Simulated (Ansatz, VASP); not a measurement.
# W: VASP beside Ansatz

```
W
1.0
     0.00000    2.00858    2.00858
     2.00858    0.00000    2.00858
     2.00858    2.00858    0.00000
W
1
Direct
  0.00000 0.00000 0.00000
```

Alike in both runs: functional r2SCAN; k mesh 18 × 18 × 18; occupations gaussian, width 0.1 eV; no spin polarisation.

Ansatz relaxed the structure, and its values are those at the end. VASP's run is a single point on that final structure, the one shown.

|  | VASP | Ansatz |
| --- | --- | --- |
| version | VASP 6.6.1 | Ansatz 0.2.0 |
| potentials or method | VASP PAW PBE potentials, release 64 (W_sv) | scalar-relativistic, plane waves, PAW |
| plane-wave cutoff (eV) | 520 | 500 |
| valence electrons in the cell | 14 | 14 |

|  | VASP | Ansatz | Ansatz less VASP |
| --- | --- | --- | --- |
| gap on the k mesh at the Fermi level (eV) | none | none | - |
| pressure (GPa) | 1.1 | 0.0 | -1.10 |

A gap of «none» marks a metal or a gap that the smearing closes.

Caveats: the PAW data sets were made with another functional, which shifts forces and pressure a little (VASP). The runs have no spin-orbit coupling, so splittings on W are missing.
